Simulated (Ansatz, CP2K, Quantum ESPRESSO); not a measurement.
# One calculation of Be, 3 ways

```
CELL_PARAMETERS angstrom
2.28530 0.00000 0.00000
-1.14265 1.97913 0.00000
0.00000 0.00000 3.58420
ATOMIC_POSITIONS crystal
Be 0.66667 0.33333 0.75000
Be 0.33333 0.66667 0.25000
```

Alike in all runs: task band structure; functional PBE; k mesh 13 × 13 × 8; occupations fermi-dirac, width 0.05 eV; no spin polarisation; no spin-orbit coupling. Pressure is positive in compression and, in plane waves, holds the error of the finite cutoff.

| program and potentials | plane-wave cutoff (eV) | notes | pressure (GPa) |
| --- | --- | --- | --- |
| Ansatz, all-electron LAPW, scalar-relativistic | - | - | -2.84 |
| Quantum ESPRESSO, PseudoDojo 0.4.1 SR PBE standard | 1197 | - | -2.03 |
| CP2K, POTENTIAL_UZH Be GTH-PBE-q4; TZVP-MOLOPT-PBE-GTH basis | - | atomic basis | -2.17 |

The pressure spans -2.84 (Ansatz, all-electron LAPW, scalar-relativistic) to -2.03 GPa (Quantum ESPRESSO, PseudoDojo 0.4.1 SR PBE standard), with all-electron results at -2.84. Rows in atomic bases carry the error of their basis and grid, which can be large.

The functional is the same throughout but for its coding, so the spread measures potentials, basis and numerics; runs on potential files found faulty are left out.
